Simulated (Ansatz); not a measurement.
```
CELL_PARAMETERS angstrom
      2.10559     1.21567    10.12741
     -2.10559     1.21567    10.12741
      0.00000    -2.43133    10.12741
ATOMIC_POSITIONS crystal
  Sb 0.39837 0.39837 0.39837
  Sb 0.60163 0.60163 0.60163
  Te 0.00000 0.00000 0.00000
  Te 0.21179 0.21179 0.21179
  Te 0.78821 0.78821 0.78821
```

No spin polarisation.

Computed with r2SCAN+rVV10 (Ansatz, a quantum-chemistry and plane-wave program, PAW, no spin-orbit coupling), earlier PAW set. Settings: 9×9×9 k-points, 0.05 eV Fermi–Dirac smearing.

Task: Predict the pressure and space group.

Result: The pressure (mean of the normal stresses, compression positive) comes out as 2.15 GPa. The space group is R-3m (No. 166).

The cells carry an imposed strain or load. No phonon test of stability was made. The cell was made from Sb2Te3 in the Bi2Te3 type structure (space group R-3m, No. 166) by this change: isotropic strain −1.77 %.
